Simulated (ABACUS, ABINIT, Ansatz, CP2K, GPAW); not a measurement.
ZnSe: equilibrium volume by level of theory

**What was measured.** The equilibrium volume of ZnSe (Stilleite) (F-43m) is reported as 22.75 Å³/atom (pmc:9320402, doi:10.3390/ma15145002). The runs below try to reproduce it.

Symmetry: F-43m, No. 216, cubic system. Conventional cell: a = 5.668 Å, b = 5.668 Å, c = 5.668 Å, α = 90.00°, β = 90.00°, γ = 90.00°. Se (site symmetry -43m) has 4 Zn at 2.45 Å as nearest neighbours. Zn (site symmetry -43m) is surrounded by 4 Se at 2.45 Å.

```tsv
rung	level	program and potentials	cutoff (eV)	k mesh	smearing	task	core time	chip	equilibrium volume (Å³/atom)	miss	notes
GGA + dispersion	PBE+D4	Ansatz, all-electron LAPW, scalar-relativistic	-	8 × 8 × 8	fermi-dirac 0.05	relaxation of cell and atoms	45 s	Intel Xeon Skylake/Cascade Lake	22.66	-0.4 %	-
GGA + dispersion	revPBE+D4	Ansatz, all-electron LAPW, scalar-relativistic	-	8 × 8 × 8	fermi-dirac 0.05	relaxation of cell and atoms	61 s	Intel Xeon Skylake/Cascade Lake	22.47	-1.2 %	-
GGA + dispersion	BLYP+D3(zero damping)	GPAW, PAW data sets generated for this functional	600	7 × 7 × 7	fermi-dirac 0.05	equation of state	79 s	Arm Neoverse V1	22.72	-0.1 %	-
GGA + dispersion	PBEsol+D4	GPAW, PAW data sets generated for this functional	600	7 × 7 × 7	fermi-dirac 0.05	equation of state	89 s	Arm Neoverse V1	21.93	-3.6 %	-
GGA	PBEint	GPAW, PAW data sets generated for this functional	600	7 × 7 × 7	fermi-dirac 0.05	equation of state	90 s	Arm Neoverse V1	22.78	+0.1 %	-
GGA	PBEsol	GPAW, PAW data sets generated for this functional	600	7 × 7 × 7	fermi-dirac 0.05	equation of state	93 s	Arm Neoverse V1	22.35	-1.8 %	-
GGA	rPW86PBE	ABACUS, Ansatz NC PBE, plane waves	1184	6 × 6 × 6	fermi-dirac 0.05	relaxation of cell and atoms	2.3 min	AMD EPYC 7R13 Zen 3	24.41	+7.3 %	potentials made for PBE
GGA	PBE	GPAW, PAW data sets generated for this functional	600	7 × 7 × 7	fermi-dirac 0.05	equation of state	3 min	Intel Xeon Skylake/Cascade Lake	23.55	+3.5 %	-
GGA	PBEsol	ABINIT, PseudoDojo NC SR PBEsol v0.4.1 standard	1061	6 × 6 × 6	fermi-dirac 0.05	relaxation of cell and atoms	3.3 min	Arm Neoverse V2	22.35	-1.8 %	-
LDA	LDA	CP2K, GTH_POTENTIALS Se GTH-PADE-q6, Zn GTH-PADE-q12; TZVP-MOLOPT-PBE-GTH basis	-	8 × 8 × 8	fermi-dirac 0.1	equation of state	4.4 min	Arm Neoverse V2	21.69	-4.7 %	atomic basis
```

Times are single runs on shared hosts and different chips, so they are rough; meshes, cutoffs and the tasks' sizes weigh on the time. All rows: no spin polarisation. Smearing widths are in eV. Meshes differ between rows, which moves values too. Meshes are those of the run's cell of 2 atoms unless a note names another. Relaxations start from the cell shown or near it and stop with a little pressure left. Misses use the values as printed. Runs on faulty files, with rough fits or with known faults for this quantity aren't shown. No row holds spin-orbit coupling.

By rung: GGA + dispersion 21.93 to 22.72; GGA 22.35 to 24.41; LDA in atomic bases 21.69 (Å³/atom). Measured: 22.75 Å³/atom (pmc:9320402, doi:10.3390/ma15145002). Closest, coarse meshes and atomic bases left aside, is BLYP+D3(zero damping) (-0.1 %), and PBE misses by +3.5 % on plain settings. The runs are for a static lattice, while measurements hold temperature and zero-point motion.
